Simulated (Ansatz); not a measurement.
## KF (Carobbiite) in Ansatz: convergence with k mesh

Input of the first run (k mesh 3 × 3 × 3); the others differ in this setting and in those tied to it:

input.yaml

```yaml
crystal:
  lattice:
    - [0.0, 2.67185, 2.67185]
    - [2.67185, 0.0, 2.67185]
    - [2.67185, 2.67185, 0.0]
  atoms:
    - { symbol: K, position: [0.0, 0.0, 0.0] }
    - { symbol: F, position: [0.5, 0.5, 0.5] }
hamiltonian:
  xc: r2scan
  pseudopotentials: { kind: paw }
kpoints:
  mp_grid: { grid: [3, 3, 3] }
scf:
  occupations: { method: gaussian, width: 0.1 }
output:
  forces: true
  stress: true
  eigenvalues: true
```

Potentials or basis: Ansatz PAW.

Launch:

```bash
$ ansatz run input.yaml --threads 2 --pin off --max-ram 5632MiB --backend cpu --events-out ev --progress --plain --runs-dir out
```

Hardware: 2 threads of Arm Neoverse V2, with other jobs on the host.

| k mesh | energy less the tightest run, at zero smearing (meV/atom) | SCF cycles | CPU time (s) | peak memory (GiB) |
| --- | --- | --- | --- | --- |
| 3 × 3 × 3 | 0.35 | 6 | 1.1 | 0.36 |
| 4 × 4 × 4 | 0.01 | 6 | 1.3 | 0.36 |
| 5 × 5 × 5 | 0.00 | 6 | 1.4 | 0.36 |
| 6 × 6 × 6 | -0.01 | 6 | 1.6 | 0.37 |
| 8 × 8 × 8 | -0.01 | 6 | 2.1 | 0.38 |
| 10 × 10 × 10 | 0.00 | 6 | 2.9 | 0.4 |
| 12 × 12 × 12 | 0.00 | 6 | 3.9 | 0.42 |
| 14 × 14 × 14 | 0.00 | 6 | 5.1 | 0.44 |

Against the tightest run, the energy stays within 1 meV/atom from 3 × 3 × 3 on. Meshes of other sizes hit other points, so gaps and Fermi surfaces needn't settle smoothly. The tightest run that finished is the yardstick and may itself not be fully converged.
